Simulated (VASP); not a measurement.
# Ir (P6_3/mmc) in VASP: a series of runs

Runs on Ir. Level: PBE. Tasks: single point.

Program: VASP 6.6.1. These are calculated values, not measurements. Logs are shortened: lines on timing, memory, paths and dates and some standing lists are left out, and cuts for length are marked.

## Step 1: The structure

Symmetry: P6_3/mmc, No. 194, hexagonal system. Conventional cell: a = 2.751 Å, b = 2.751 Å, c = 4.462 Å, α = 90.00°, β = 90.00°, γ = 120.00°. Ir (site symmetry -6m2) is surrounded by 12 Ir at 2.74 to 2.75 Å.

This isn't the form of Ir at room conditions, which is fcc.

## Step 2: Single point, PBE

INCAR

```
SYSTEM = Ir
ADDGRID = .FALSE. ; ALGO = Normal
EDIFF = 1E-6 ; ENCUT = 460
GGA = PE ; ISIF = 2
ISMEAR = 0 ; LASPH = .TRUE.
LCHARG = .FALSE. ; LREAL = .FALSE.
LWAVE = .FALSE. ; NELM = 100
PREC = Accurate ; SIGMA = 0.1
```

KPOINTS

```
k-points
0
G
  7 7 4
  0 0 0
```

POSCAR

```
Ir
1.0
    2.7513778946      0.0000000000      0.0000000000
   -1.3756889473      2.3827631521      0.0000000000
    0.0000000000      0.0000000000      4.4622900000
Ir
2
Direct
    0.3333333333      0.6666666667      0.2500000000
    0.6666666667      0.3333333333      0.7500000000
```

Potentials or basis: VASP PAW PBE potentials, release 64 (Ir).

Launch:

```bash
cat potpaw_PBE.64/Ir/POTCAR > POTCAR
mpirun -np 1 vasp_std > vasp.out
```

OUTCAR:

```text
SYSTEM = Ir
   EDIFF = 1E-6
   ENCUT = 460
   GGA = PE
   ISIF = 2
   ISMEAR = 0
   LASPH = .TRUE.
   LREAL = .FALSE.
   NELM = 100
   PREC = Accurate

 Found     24 irreducible k-points:

 Following reciprocal coordinates:
            Coordinates               Weight
  0.000000  0.000000  0.000000      1.000000
  0.142857  0.000000  0.000000      6.000000
  0.285714 -0.000000  0.000000      6.000000
  0.428571 -0.000000  0.000000      6.000000
  0.142857  0.142857  0.000000      6.000000
  0.285714  0.142857  0.000000     12.000000
   k-points           NKPTS =     24   k-points in BZ     NKDIM =     24   number of bands    NBANDS=     13
   number of dos      NEDOS =    301   number of ions     NIONS =      2
   total plane-waves  NPLWV =  12800
   dimension x,y,z NGX =    20 NGY =   20 NGZ =   32
   dimension x,y,z NGXF=    40 NGYF=   40 NGZF=   64
   ions per type =               2
   NGX,Y,Z   is equivalent  to a cutoff of  12.08, 12.08, 11.92 a.u.
   NGXF,Y,Z  is equivalent  to a cutoff of  24.17, 24.17, 23.84 a.u.
 SYSTEM =  Ir
   PREC   = accura    normal or accurate (medium, high low for compatibility)
   ISTART =      0    job   : 0-new  1-cont  2-samecut
   ICHARG =      2    charge: 1-file 2-atom 10-const
   ISPIN  =      1    spin polarized calculation?
   LNONCOLLINEAR =      F non collinear calculations
   LSORBIT =      F    spin-orbit coupling
   LASPH  =      T    aspherical Exc in radial PAW
   ENCUT  =  460.0 eV  33.81 Ry    5.81 a.u.   4.81  4.81  7.80*2*pi/ulx,y,z
   NELM   =    100;   NELMIN=  2; NELMDL= -5     # of ELM steps
   EDIFF  = 0.1E-05   stopping-criterion for ELM
[... 8 lines left out ...]
   TEBEG  =    0.0;   TEEND  =   0.0 temperature during run
   PSTRESS=    0.0 pullay stress
   NELECT =      18.0000    total number of electrons
   NUPDOWN=      -1.0000    fix difference up-down
   EMIN   =  10.00;   EMAX   =-10.00  energy-range for DOS
   EFERMI =   0.00;   METHOD = LEGACY
   ISMEAR =     0;   SIGMA  =   0.10  broadening in eV -4-tet -1-fermi 0-gaus
   EFERMI_NEDOS =   21; number of points for ismear=-14 and -15
   IALGO  =     38    algorithm
   IMIX   =      4    mixing-type and parameters
     AMIX     =   0.40;   BMIX     =  1.00
     AMIX_MAG =   1.60;   BMIX_MAG =  1.00
  volume/ion in A,a.u.               =      14.63        98.71
  Fermi-wavevector in a.u.,A,eV,Ry     =   1.392417  2.631287 26.379323  1.938826
  Thomas-Fermi vector in A             =   2.516162
   LORBIT       =      0    0 simple, 1 ext, 2 COOP (PROOUT), +10 PAW based schemes
   GGA     = PE    functional components
   LHFCALC =     F    Hartree Fock is set to
   AEXX    =    0.0000 exact exchange contribution
   IVDW    =     0    specifies the selected vdW correction
   LEPSILON=     F    determine dielectric tensor
   LRPA    =     F    only Hartree local field effects (RPA)
 non-spin polarized calculation
 Gauss-broadening in eV      SIGMA  =   0.10
  energy-cutoff  :      460.00
  volume of cell :       29.25
 maximum number of plane-waves:       672
 NGX is ok and might be reduce to    20
   NGX =  9   NGY =  9   NGZ = 15

 number of electron      18.0000001 magnetization

 Free energy of the ion-electron system (eV)
  ---------------------------------------------------
  ext. energy  EPLUGINS =         0.00000000
  ---------------------------------------------------
  free energy    TOTEN  =       -17.66404317 eV

  energy without entropy =      -17.65969933  energy(sigma->0) =      -17.66187125

 E-fermi :  10.0506     XC(G=0): -13.7901

 val. band max:        9.7990022546   @ k =   0.1429   0.0000   0.5000
 cond. band min:      10.0598425795   @ k =   0.2857   0.1429   0.0000
 fundamental gap:      0.2608403249
 Fermi energy:        10.0505826862

 k-point     1 :       0.0000    0.0000    0.0000
  band No.  band energies     occupation
      1      -0.9275      2.00000
      2       2.0994      2.00000
      3       6.1976      2.00000
      4       6.2723      2.00000
      5       6.2723      2.00000
      6       6.8951      2.00000
      7       6.8951      2.00000
      8       7.6913      2.00000
      9       7.6913      2.00000
     10       9.2277      2.00000
     11      10.2175      0.01823
     12      10.2175      0.01823
     13      16.7364      0.00000

 k-point     2 :       0.1429    0.0000    0.0000
  band No.  band energies     occupation
      1      -0.1796      2.00000
      2       2.7275      2.00000
      3       5.4657      2.00000
      4       6.4812      2.00000
      5       6.5505      2.00000
      6       6.9032      2.00000
      7       7.0085      2.00000
      8       7.2754      2.00000
      9       7.4826      2.00000
     10       7.7165      2.00000
     11      10.4425      0.00000
     12      13.1055      0.00000
     13      16.6192      0.00000

 k-point     3 :       0.2857   -0.0000    0.0000
  band No.  band energies     occupation
      1       1.5767      2.00000
      2       3.2966      2.00000
      3       4.5839      2.00000
      4       5.3673      2.00000
      5       6.2015      2.00000
      6       6.5552      2.00000
      7       7.0412      2.00000
      8       8.5148      2.00000
      9       8.5790      2.00000
     10       9.0157      2.00000
     11      10.7339      0.00000
     12      16.4008      0.00000
     13      16.6303      0.00000

 k-point     4 :       0.4286   -0.0000    0.0000
  band No.  band energies     occupation
      1       2.6420      2.00000
      2       2.8433      2.00000
      3       3.5076      2.00000
      4       6.0886      2.00000
      5       6.3124      2.00000
      6       6.6116      2.00000
      7       7.0269      2.00000
      8      10.3144      0.00019
      9      10.6718      0.00000
     10      10.8584      0.00000
     11      11.3590      0.00000
     12      15.9478      0.00000
     13      17.2646      0.00000

 k-point     5 :       0.1429    0.1429    0.0000
  band No.  band energies     occupation
      1       1.1405      2.00000
      2       3.6300      2.00000
      3       4.7740      2.00000
      4       5.1536      2.00000
      5       6.2035      2.00000
      6       6.3599      2.00000
      7       7.4981      2.00000
      8       7.5122      2.00000
      9       8.2465      2.00000
     10       8.8822      2.00000
     11      10.5376      0.00000
     12      15.7919      0.00000
     13      16.4609      0.00000

 k-point     6 :       0.2857    0.1429    0.0000
  band No.  band energies     occupation
      1       2.8453      2.00000
      2       3.5800      2.00000
      3       3.8873      2.00000
      4       5.1471      2.00000
      5       5.8853      2.00000
      6       6.6526      2.00000
      7       6.8677      2.00000
      8       8.7764      2.00000
      9      10.0598      0.89581
     10      10.5776      0.00000
     11      11.1627      0.00000
     12      16.9000      0.00000
     13      18.3567      0.00000

 [... further k-points ...]
[... 5 lines left out ...]
  --------------------------------------------------------------------------------------
  -------------------------------------------------------------------------------------
  Total       -0.6702433     -0.6702433      0.1735383     -0.0000000      0.0000000      0.0000000
  in kB      -36.7074439    -36.7074439      9.5042314     -0.0000000      0.0000000      0.0000000
  external PRESSURE =     -21.3035521 kB  Pullay stress =       0.0000000 kB

 VOLUME and BASIS-vectors are now :
 -----------------------------------------------------------------------------
  energy-cutoff  :      460.00
  volume of cell :       29.25
      direct lattice vectors                 reciprocal lattice vectors
     2.751377895  0.000000000  0.000000000     0.363454254  0.209840411  0.000000000
    -1.375688947  2.382763152  0.000000000     0.000000000  0.419680823  0.000000000
     0.000000000  0.000000000  4.462290000     0.000000000  0.000000000  0.224100182

 POSITION                                       TOTAL-FORCE (eV/Angst)
 -----------------------------------------------------------------------------------
     -0.00000      1.58851      1.11557         0.000000      0.000000      0.000000
      1.37569      0.79425      3.34672         0.000000     -0.000000      0.000000
 -----------------------------------------------------------------------------------
    total drift:                                0.000000     -0.000000     -0.000000

  FREE ENERGIE OF THE ION-ELECTRON SYSTEM (eV)
  ---------------------------------------------------
  free  energy   TOTEN  =       -17.6640431706 eV

  energy  without entropy=      -17.6596993327  energy(sigma->0) =      -17.66187125
```

OSZICAR:

```text
N       E                     dE             d eps       ncg     rms          rms(c)
DAV:   1     0.141857440473E+03    0.14186E+03   -0.81782E+03   624   0.127E+03
DAV:   2    -0.126058530045E+02   -0.15446E+03   -0.14140E+03   654   0.353E+02
DAV:   3    -0.186726570567E+02   -0.60668E+01   -0.57025E+01   776   0.793E+01
DAV:   4    -0.187721172245E+02   -0.99460E-01   -0.99025E-01   674   0.892E+00
DAV:   5    -0.187741027838E+02   -0.19856E-02   -0.19854E-02   729   0.126E+00    0.199E+01
DAV:   6    -0.178423998790E+02    0.93170E+00   -0.15472E+00   719   0.173E+01    0.812E+00
DAV:   7    -0.176756627121E+02    0.16674E+00   -0.47720E-01   764   0.919E+00    0.202E+00
DAV:   8    -0.176680124679E+02    0.76502E-02   -0.45412E-03   654   0.679E-01    0.106E+00
DAV:   9    -0.176640288029E+02    0.39837E-02   -0.47177E-03   704   0.101E+00    0.398E-02
DAV:  10    -0.176640379545E+02   -0.91516E-05   -0.24766E-05   821   0.477E-02    0.102E-02
DAV:  11    -0.176640428838E+02   -0.49293E-05   -0.23827E-06   631   0.142E-02    0.219E-03
DAV:  12    -0.176640431706E+02   -0.28681E-06   -0.13283E-07   362   0.456E-03
   1 F= -.17664043E+02 E0= -.17661871E+02  d E =-.434384E-02
```

stdout:

```text
POSCAR found type information on POSCAR Ir
 POSCAR found :  1 types and       2 ions
 scaLAPACK will be used
 LDA part: xc-table for (Slater+PW92), standard interpolation
 POSCAR, INCAR and KPOINTS ok, starting setup
 FFT: planning ... GRIDC
 FFT: planning ... GRID_SOFT
 FFT: planning ... GRID
 WAVECAR not read
 entering main loop
```

It took 8.2 s on 1 thread of Intel Xeon Platinum 8375C at 2.90GHz (Ice Lake), shared host; peak memory 0.13 GiB.

These settings aren't checked as converged: the numbers below hold their error.

Results:

```yaml
Free_energy: -17.6640 eV
Pressure: -2.1 GPa
Band_gap_on_the_k_mesh: none (metal or under the smearing width)
```

Caveat: the k mesh is coarse (spacing up to 0.38 Å⁻¹), so the values aren't converged.

## Step 3: Single point, PBE

INCAR is that of step 2.

KPOINTS is that of step 2.

POSCAR

```
Ir
1.0
    2.7513778946      0.0000000000      0.0000000000
   -1.3756889473      2.3827631521      0.0000000000
    0.0000000000      0.0000000000      4.4622900000
Ir
2
Direct
    0.3583140000      0.6617470000      0.2121330000
    0.6598720000      0.3587530000      0.7691070000
```

Potentials or basis: VASP PAW PBE potentials, release 64 (Ir).

Launch:

```bash
cat potpaw_PBE.64/Ir/POTCAR > POTCAR
mpirun -np 1 vasp_std > vasp.out
```

It took 22 s on 1 thread of Intel Xeon Platinum 8375C at 2.90GHz (Ice Lake), shared host; peak memory 0.15 GiB.

These settings aren't checked as converged: the numbers below hold their error.

Results:

| Quantity | Value |
| --- | --- |
| Free energy | -17.1110 eV |
| Pressure | 11.9 GPa |
| Largest force | 3.939 eV/Å |
| Band gap on the k mesh | none (metal or under the smearing width) |

Caveat: the k mesh is coarse (spacing up to 0.38 Å⁻¹), so the values aren't converged.

## Step 4: Single point, PBE

INCAR: that of step 3 with these lines changed.

```diff
@@ -7,2 +7,2 @@
 LWAVE = .FALSE. ; NELM = 100
-PREC = Accurate ; SIGMA = 0.1
+PREC = Accurate ; SIGMA = 0.05
```

KPOINTS is that of step 3.

POSCAR

```
Ir
1.0
    2.7513778946      0.0000000000      0.0000000000
   -1.3756889473      2.3827631521      0.0000000000
    0.0000000000      0.0000000000      4.4622900000
Ir
2
Direct
    0.3333333333      0.6666666667      0.2500000000
    0.6666666667      0.3333333333      0.7500000000
```

Launch:

```bash
cat potpaw_PBE.64/Ir/POTCAR > POTCAR
mpirun -np 1 vasp_std > vasp.out
```

It took 7.6 s on 1 thread of Intel Xeon Platinum 8375C at 2.90GHz (Ice Lake), shared host; peak memory 0.13 GiB.

The run converged, but some of its settings lie outside the range that counts as converged, so its numbers aren't taken as properties of the crystal.

Results:

| Item | Value |
| --- | --- |
| Free energy | -17.6621 eV |
| Pressure | -2.1 GPa |
| Band gap on the k mesh | none (metal or under the smearing width) |

Caveat: the k mesh is coarse (spacing up to 0.38 Å⁻¹), so the values aren't converged.

## Step 5: The reference run

An earlier run on the cell as given: functional PBEsol; potentials or basis VASP PAW PBE potentials, release 64 (Ir); cutoff 520 eV; k mesh 11 × 11 × 6; occupations fermi-dirac, width 0.05 eV; no spin polarisation.

- Pressure: -11.6 GPa
- Band gap on the k mesh: none (metal or under the smearing width)
